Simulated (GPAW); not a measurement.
# NaCl (Pm-3m) in GPAW: further runs

The runs below take NaCl through single point, relaxation of cell and atoms, with PBEsol+D4, PBE, LDA, PBEsol.

All numbers are computed with GPAW 26.7.0; they aren't measurements. Logs are shortened: lines on timing, memory, paths and dates and some standing lists are left out, and cuts for length are marked. The log counts tension as positive stress, the text compression.

## (1) The structure

It takes space group Pm-3m (No. 221, cubic). Conventional cell: a = 3.502 Å, b = 3.502 Å, c = 3.502 Å, α = 90.00°, β = 90.00°, γ = 90.00°. Cl (site symmetry m-3m) is surrounded by 8 Na at 3.03 Å. Na (site symmetry m-3m) has 8 Cl at 3.03 Å as nearest neighbours.

Measurements of this composition are mostly on another form, of space group No. 225.

## (2) Single point, PBEsol+D4 (volume scaled by 0.92)

The input, run.py:

```python
from ase.calculators.mixing import SumCalculator
from ase.dft.bandgap import bandgap
from ase.io import read, write
from ase.units import GPa
from dftd4.ase import DFTD4
from gpaw import GPAW, PW, setup_paths

setup_paths.insert(0, '.')

atoms = read('NaCl.xyz')

calc = GPAW(mode=PW(800),
            xc='PBEsol',
            kpts={'size': (8, 8, 8), 'gamma': True},
            occupations={'name': 'fermi-dirac', 'width': 0.1},
            nbands=15,
            convergence={'density': 1e-05, 'energy': 1e-05},
            maxiter=150,
            txt='gpaw.txt')
atoms.calc = SumCalculator([calc, DFTD4(method='pbesol')])
energy = atoms.get_potential_energy()
forces = atoms.get_forces()
stress = atoms.get_stress()
calc.write('gs.gpw')
write('result.traj', atoms)
print(f'Energy: {energy:.6f} eV')
print('Forces (eV/A):')
print(forces.round(4))
print('Stress (GPa):', (stress / GPa).round(3))
print('Fermi level:', round(calc.get_fermi_level(), 4), 'eV')
print(f'Gap: {bandgap(calc)[0]:.4f} eV, direct: {bandgap(calc, direct=True)[0]:.4f} eV')
```

The input, NaCl.xyz:

```xyz
2
Lattice="3.4061908613 0.0000000000 0.0000000000 0.0000000000 3.4061908613 0.0000000000 0.0000000000 0.0000000000 3.4061908613" Properties=species:S:1:pos:R:3 pbc="T T T"
Cl     1.7030954306      1.7030954306      1.7030954306
Na     0.0000000000      0.0000000000      0.0000000000
```

Potentials or basis: PAW data sets generated in the run's folder for this functional, pw.

The run is started by

```console
gpaw-setup -f PBEsol Cl Na
OMP_NUM_THREADS=1 python run.py
```

gpaw.txt:

```text
__  _  _
 | _ |_)|_||  |
 |__||  | ||/\| - 26.7.0

Input parameters:
  mode=PW(ecut=800.0),
  convergence={'density': 1e-05, 'energy': 1e-05},
  kpts=MonkhorstPack(size=(8, 8, 8), gamma=True),
  maxiter=150,
  nbands=15,
  occupations=Occupations(name='fermi-dirac', width=0.1),
  xc=XC(name='PBEsol')

Diagonalizing LCAO Hamiltonian
Converting LCAO to pw mode
   .-------.
  /|       |
 * |       |
 | |  Cl   |
 | .-------.
 |/       /
 Na------*

Atoms  # Å, Bohr magnetons
|   | symbol |        x |        y |        z |    initial magnetic moments |
|---|--------|----------|----------|----------|-----------------------------|
| 0 |     Cl | 1.703095 | 1.703095 | 1.703095 | ( 0.0000,  0.0000,  0.0000) |
| 1 |     Na | 0.000000 | 0.000000 | 0.000000 | ( 0.0000,  0.0000,  0.0000) |

Unit cell  # Å
| periodic |        x |        y |        z |  lengths |    angles |
|----------|----------|----------|----------|----------|-----------|
|      yes | 3.406191 | 0.000000 | 0.000000 | 3.406191 | 90.000000 |
|      yes | 0.000000 | 3.406191 | 0.000000 | 3.406191 | 90.000000 |
|      yes | 0.000000 | 0.000000 | 3.406191 | 3.406191 | 90.000000 |

Number of symmetries: 48
Symmetry operations  # r_c * U_cc + t_c -> r_c
|    | kind |            matrix            |
|----|------|------------------------------|
|  0 |  E   |  1, 0, 0,  0, 1, 0,  0, 0, 1 |
|  1 |  σ   |  1, 0, 0,  0, 1, 0,  0, 0,-1 |
|  2 |  σ   |  1, 0, 0,  0, 0, 1,  0, 1, 0 |
|  3 |  C4  |  1, 0, 0,  0, 0, 1,  0,-1, 0 |
|  4 |  C4  |  1, 0, 0,  0, 0,-1,  0, 1, 0 |
|  5 |  σ   |  1, 0, 0,  0, 0,-1,  0,-1, 0 |
|  6 |  σ   |  1, 0, 0,  0,-1, 0,  0, 0, 1 |
|  7 |  C2  |  1, 0, 0,  0,-1, 0,  0, 0,-1 |
|  8 |  σ   |  0, 1, 0,  1, 0, 0,  0, 0, 1 |
|  9 |  C2  |  0, 1, 0,  1, 0, 0,  0, 0,-1 |
| 10 |  C3  |  0, 1, 0,  0, 0, 1,  1, 0, 0 |
| 11 |  S6  |  0, 1, 0,  0, 0, 1, -1, 0, 0 |
| 12 |  S6  |  0, 1, 0,  0, 0,-1,  1, 0, 0 |
| 13 |  C3  |  0, 1, 0,  0, 0,-1, -1, 0, 0 |
| 14 |  C4  |  0, 1, 0, -1, 0, 0,  0, 0, 1 |
| 15 |  S4  |  0, 1, 0, -1, 0, 0,  0, 0,-1 |
| 16 |  C3  |  0, 0, 1,  1, 0, 0,  0, 1, 0 |
| 17 |  S6  |  0, 0, 1,  1, 0, 0,  0,-1, 0 |
| 18 |  σ   |  0, 0, 1,  0, 1, 0,  1, 0, 0 |
| 19 |  C4  |  0, 0, 1,  0, 1, 0, -1, 0, 0 |
| 20 |  C2  |  0, 0, 1,  0,-1, 0,  1, 0, 0 |
| 21 |  S4  |  0, 0, 1,  0,-1, 0, -1, 0, 0 |
| 22 |  S6  |  0, 0, 1, -1, 0, 0,  0, 1, 0 |
| 23 |  C3  |  0, 0, 1, -1, 0, 0,  0,-1, 0 |
| 24 |  S6  |  0, 0,-1,  1, 0, 0,  0, 1, 0 |
| 25 |  C3  |  0, 0,-1,  1, 0, 0,  0,-1, 0 |
| 26 |  C4  |  0, 0,-1,  0, 1, 0,  1, 0, 0 |
| 27 |  σ   |  0, 0,-1,  0, 1, 0, -1, 0, 0 |
| 28 |  S4  |  0, 0,-1,  0,-1, 0,  1, 0, 0 |
| 29 |  C2  |  0, 0,-1,  0,-1, 0, -1, 0, 0 |
| 30 |  C3  |  0, 0,-1, -1, 0, 0,  0, 1, 0 |
| 31 |  S6  |  0, 0,-1, -1, 0, 0,  0,-1, 0 |
| 32 |  C4  |  0,-1, 0,  1, 0, 0,  0, 0, 1 |
| 33 |  S4  |  0,-1, 0,  1, 0, 0,  0, 0,-1 |
| 34 |  S6  |  0,-1, 0,  0, 0, 1,  1, 0, 0 |
| 35 |  C3  |  0,-1, 0,  0, 0, 1, -1, 0, 0 |
| 36 |  C3  |  0,-1, 0,  0, 0,-1,  1, 0, 0 |
| 37 |  S6  |  0,-1, 0,  0, 0,-1, -1, 0, 0 |
| 38 |  σ   |  0,-1, 0, -1, 0, 0,  0, 0, 1 |
| 39 |  C2  |  0,-1, 0, -1, 0, 0,  0, 0,-1 |
| 40 |  σ   | -1, 0, 0,  0, 1, 0,  0, 0, 1 |
| 41 |  C2  | -1, 0, 0,  0, 1, 0,  0, 0,-1 |
| 42 |  C2  | -1, 0, 0,  0, 0, 1,  0, 1, 0 |
| 43 |  S4  | -1, 0, 0,  0, 0, 1,  0,-1, 0 |
| 44 |  S4  | -1, 0, 0,  0, 0,-1,  0, 1, 0 |
| 45 |  C2  | -1, 0, 0,  0, 0,-1,  0,-1, 0 |
| 46 |  C2  | -1, 0, 0,  0,-1, 0,  0, 0, 1 |
| 47 |  i   | -1, 0, 0,  0,-1, 0,  0, 0,-1 |

BZ-sampling:
  Number of BZ points: 512
  Number of IBZ points: 35

  Monkhorst-Pack size: [8, 8, 8]
  Monkhorst-Pack shift: [0.0625, 0.0625, 0.0625]

K-points  # in reciprocal-cell coordinates
|     |                                coordinates |     weight |
|-----|--------------------------------------------|------------|
|   0 | (  0.00000000,   0.00000000,   0.00000000) | 0.00195312 |
|   1 | (  0.12500000,   0.00000000,   0.00000000) | 0.01171875 |
|   2 | (  0.12500000,   0.12500000,   0.00000000) | 0.02343750 |
|   3 | (  0.12500000,   0.12500000,   0.12500000) | 0.01562500 |
|   4 | (  0.25000000,   0.00000000,   0.00000000) | 0.01171875 |
|   5 | (  0.25000000,   0.12500000,   0.00000000) | 0.04687500 |
|   6 | (  0.25000000,   0.12500000,   0.12500000) | 0.04687500 |
|   7 | (  0.25000000,   0.25000000,   0.00000000) | 0.02343750 |
|   8 | (  0.25000000,   0.25000000,   0.12500000) | 0.04687500 |
|   9 | (  0.25000000,   0.25000000,   0.25000000) | 0.01562500 |
| ... |                                            |            |
|  34 | (  0.50000000,   0.50000000,   0.50000000) | 0.00195312 |

Plane wave coefficients: 2048
Cutoff: 800.0 eV

Spin-components: 1 (collinear spins)
Bands:           15
Projectors:      10
Spin-degeneracy: 2
Datatype:        complex128

Parallelization:
  kpt:    1
  domain: 1
  band:   1

Density:
  Valence electrons: 14.0
  Components: 1
  Grid points: [24 24 24]
  Charge: 0.0  # |e|

Potential:
  Grid points: [24 24 24]

species:
  Cl:
    name:    Chlorine
    Z:       17.0
    valence: 7
    core:    10
    charge:  0.0  # [|e|]
    compensation charges:
      type: gauss
      rc: 0.25  # [Å]
      lmax: 2
    cutoffs:
      filter: 1.40  # [Å]
      core: 1.49  # [Å]
    projectors
    | kind |    occ | energy [eV] | rcut [Å] |
    |------|--------|-------------|----------|
    |   3s |  2.000 |     -20.615 |    0.794 |
    |   3p |  5.000 |      -8.561 |    0.794 |
    |    s |        |       6.597 |    0.794 |
    |    p |        |      18.651 |    0.794 |
    |    d |        |       0.000 |    0.794 |

    Using partial waves for Cl as LCAO basis

  Na:
    name:    Sodium
    Z:       11.0
    valence: 7
    core:    4
    charge:  0.0  # [|e|]
    compensation charges:
      type: gauss
      rc: 0.37  # [Å]
      lmax: 2
    cutoffs:
      filter: 2.17  # [Å]
      core: 2.59  # [Å]
    projectors
    | kind |    occ | energy [eV] | rcut [Å] |
    |------|--------|-------------|----------|
    |   3s |  1.000 |      -2.705 |    1.201 |
    |   2p |  6.000 |     -28.654 |    1.217 |
    |   3p |  0.000 |      -0.730 |    1.217 |
    |    s |        |      24.506 |    1.201 |
    |    d |        |       0.000 |    1.238 |

    Using partial waves for Na as LCAO basis

Reference energy: -16944.086710  # eV

eigensolver:
  PPCG
  Converge bands: occupied
  niter=2

density mixing:
  MSR1-Mixer
  Pratt-step length: 0.05
  Maximum mixing coefficient: 0.75
  Old densities: 10
  SVD Regularization: 0.005
  Good broyden scale: 1.0
  Trust region scale: 1.0
  Backstep threshold: 4.0
  History deletion threshold: 6.0
  Fourier metric: weight=20.0, sigma=0.015

occupation numbers:
  Fermi-Dirac:
    width: 0.1000  # eV

poisson solver:
  ecut: 6400.0  # eV

xc functional:
  name: PBEsol with 2 nearest neighbor stencil

convergence criteria:
- Maximum integral of absolute [dens]ity change: 1e-05 electrons / valence electron
- Maximum [total energy] change in last 3 cyles: 1e-05 eV / valence electron
- Maximum integral of absolute [eigenst]ate change: 4e-08 eV^2 / valence electron
maximum number of iterations: 150

SCF iterations
|iter     | |      energy | eigst |  dens |
|---------|-|-------------|-------|-------|
|iter:   1| |   -6.805691 | -0.63 |       |
|iter:   2| |   -6.791343 | -2.68 | -1.40 |
|iter:   3| |   -6.721583 | -2.51 | -1.43 |
|iter:   4| |   -6.722540 | -4.00 | -1.93 |
|iter:   5| |   -6.722874 | -4.78 | -2.44 |
|iter:   6| |   -6.722891 | -6.07 | -3.31 |
|iter:   7| |   -6.722893c| -7.55c| -3.87 |
|iter:   8| |   -6.722893c| -8.66c| -4.61 |
|iter:   9| |   -6.722893c| -9.30c| -5.52c|

Converged in 9 steps
Energy contributions relative to reference atoms: (reference = -16944.086710)

Energy contributions:
  Kinetic:           8.132080
  Coulomb:          -7.776347
  Zero:              0.040931
  External:          0.000000
  Xc:               -7.119556
  Entropy:          -0.000000
  Spinorbit:         0.000000
  ----------------------------
  Free energy:      -6.722893
  Extrapolated:     -6.722893

dipole moment: (-3.182060, -3.182060, -3.182060)  # |e|*Ang

Fermi level: 3.221
Eigenvalues  # (at kpt = [0.000, 0.000, 0.000])
| band index |      eig [eV] | occ [0-2] |
|------------|---------------|-----------|
|          0 |       -20.642 |     2.000 |
|          1 |       -20.642 |     2.000 |
|          2 |       -20.642 |     2.000 |
|          3 |       -12.473 |     2.000 |
|          4 |         0.637 |     2.000 |
|          5 |         0.637 |     2.000 |
|          6 |         0.637 |     2.000 |
|          7 |         5.334 |     0.000 |
|          8 |         9.446 |     0.000 |
|          9 |         9.446 |     0.000 |
|         10 |        16.971 |     0.000 |
|         11 |        16.971 |     0.000 |
|         12 |        17.664 |     0.000 |
|         13 |        17.665 |     0.000 |
|         14 |        17.665 |     0.000 |

Gap: 4.124 eV
Transition (v -> c):
  (s=0, k=30, n=6, [0.50, 0.50, 0.00]) -> (s=0, k=0, n=7, [0.00, 0.00, 0.00])
Direct/indirect transitions are different
Direct gap: 4.696 eV
Transition at: (s=0, k=0, n=6, [0.00, 0.00, 0.00])

Forces  # eV/Ang
|       x |        y |       z |
|---------|----------|---------|
| 0.00000 | -0.00000 | 0.00000 |  # Cl   0
| 0.00000 |  0.00000 | 0.00000 |  # Na   1

Stress tensor  # eV/Ang^3
|         x |         y |         z |
|-----------|-----------|-----------|
| -0.007003 | -0.000000 |  0.000000 |
| -0.000000 | -0.007003 |  0.000000 |
|  0.000000 |  0.000000 | -0.007003 |

# Writing to gs.gpw (mode='')
```

Run time: 20 s. Hardware: 1 thread of Arm Neoverse V1, shared host; peak memory 0.17 GiB.

What came out:

- Free energy: -6.8526 eV
- Pressure: 0.6 GPa
- Band gap on the k mesh: 4.12 eV, indirect (least direct gap 4.70 eV)
- Dispersion energy per atom: -0.065 eV

Levels at points of the mesh, in eV from the valence-band top:
```csv
k point,band 5,band 6,band 7,band 8,band 9,band 10
"(0.00, 0.00, 0.00)",-0.57,-0.57,-0.57,4.12,8.24,8.24
"(0.50, 0.00, 0.00)",-3.39,-0.30,-0.30,6.99,9.07,10.20
"(0.50, 0.50, 0.00)",-2.61,-2.61,0.00,5.37,9.82,11.44
"(0.50, 0.50, 0.50)",-2.15,-2.15,-2.15,6.91,6.91,6.91
```

A k mesh can miss the band edges.

## (3) Single point, PBE

The input, run.py:

```python
from ase.dft.bandgap import bandgap
from ase.io import read, write
from ase.units import GPa
from gpaw import GPAW, PW

atoms = read('POSCAR')

calc = GPAW(mode=PW(800),
            xc='PBE',
            kpts={'size': (8, 8, 8), 'gamma': True},
            occupations={'name': 'methfessel-paxton', 'order': 0, 'width': 0.011},
            nbands=15,
            convergence={'density': 1e-05, 'energy': 1e-05},
            maxiter=150,
            txt='gpaw.txt')
atoms.calc = calc
energy = atoms.get_potential_energy()
forces = atoms.get_forces()
stress = atoms.get_stress()
calc.write('gs.gpw')
write('result.traj', atoms)
print(f'Energy: {energy:.6f} eV')
print('Forces (eV/A):')
print(forces.round(4))
print('Stress (GPa):', (stress / GPa).round(3))
print('Fermi level:', round(calc.get_fermi_level(), 4), 'eV')
print(f'Gap: {bandgap(calc)[0]:.4f} eV, direct: {bandgap(calc, direct=True)[0]:.4f} eV')
```

The input, POSCAR:

```
NaCl
1.0
    3.5021900000      0.0000000000      0.0000000000
    0.0000000000      3.5021900000      0.0000000000
    0.0000000000      0.0000000000      3.5021900000
Cl Na
1 1
Direct
    0.5000000000      0.5000000000      0.5000000000
    0.0000000000      0.0000000000      0.0000000000
```

Potentials or basis: GPAW PAW data sets (gpaw-data 1.2.1), pw.

The run is started by

```console
OMP_NUM_THREADS=1 python run.py
```

gpaw.txt:

```text
__  _  _
 | _ |_)|_||  |
 |__||  | ||/\| - 26.7.0

Input parameters:
  mode=PW(ecut=800.0),
  convergence={'density': 1e-05, 'energy': 1e-05},
  kpts=MonkhorstPack(size=(8, 8, 8), gamma=True),
  maxiter=150,
  nbands=15,
  occupations=Occupations(name='methfessel-paxton', order=0, width=0.011),
  xc=XC(name='PBE')

Diagonalizing LCAO Hamiltonian
Converting LCAO to pw mode
   .--------.
  /|        |
 * |        |
 | |   Cl   |
 | .--------.
 |/        /
 Na-------*

Atoms  # Å, Bohr magnetons
|   | symbol |        x |        y |        z |    initial magnetic moments |
|---|--------|----------|----------|----------|-----------------------------|
| 0 |     Cl | 1.751095 | 1.751095 | 1.751095 | ( 0.0000,  0.0000,  0.0000) |
| 1 |     Na | 0.000000 | 0.000000 | 0.000000 | ( 0.0000,  0.0000,  0.0000) |

Unit cell  # Å
| periodic |        x |        y |        z |  lengths |    angles |
|----------|----------|----------|----------|----------|-----------|
[... 212 lines left out ...]
  ----------------------------
  Free energy:      -6.466597
  Extrapolated:     -6.466597

dipole moment: (-3.267901, -3.267901, -3.267901)  # |e|*Ang

Fermi level: 2.171
Eigenvalues  # (at kpt = [0.000, 0.000, 0.000])
| band index |      eig [eV] | occ [0-2] |
|------------|---------------|-----------|
|          0 |       -21.445 |     2.000 |
|          1 |       -21.445 |     2.000 |
|          2 |       -21.445 |     2.000 |
|          3 |       -12.736 |     2.000 |
|          4 |         0.152 |     2.000 |
|          5 |         0.152 |     2.000 |
|          6 |         0.152 |     2.000 |
|          7 |         4.625 |     0.000 |
|          8 |         9.173 |     0.000 |
|          9 |         9.173 |     0.000 |
|         10 |        16.195 |     0.000 |
|         11 |        16.195 |     0.000 |
|         12 |        16.402 |     0.000 |
|         13 |        16.402 |     0.000 |
|         14 |        16.402 |     0.000 |

Gap: 3.982 eV
Transition (v -> c):
  (s=0, k=30, n=6, [0.50, 0.50, 0.00]) -> (s=0, k=0, n=7, [0.00, 0.00, 0.00])
Direct/indirect transitions are different
Direct gap: 4.472 eV
Transition at: (s=0, k=0, n=6, [0.00, 0.00, 0.00])

Forces  # eV/Ang
|        x |        y |       z |
|----------|----------|---------|
|  0.00000 |  0.00000 | 0.00000 |  # Cl   0
| -0.00000 | -0.00000 | 0.00000 |  # Na   1

Stress tensor  # eV/Ang^3
|         x |         y |         z |
|-----------|-----------|-----------|
| -0.000760 |  0.000000 |  0.000000 |
|  0.000000 | -0.000760 |  0.000000 |
|  0.000000 |  0.000000 | -0.000760 |

# Writing to gs.gpw (mode='')
```

Run time: 18 s. Hardware: 1 thread of Arm Neoverse V1, shared host; peak memory 0.17 GiB.

Results:

- Free energy: -6.4666 eV
- Pressure: 0.1 GPa
- Band gap on the k mesh: 3.98 eV, indirect (least direct gap 4.47 eV)

A k mesh can miss the band edges. PBE gaps usually lie below the measured ones, often by a third to a half.

(Continued in part 2 of 2.)
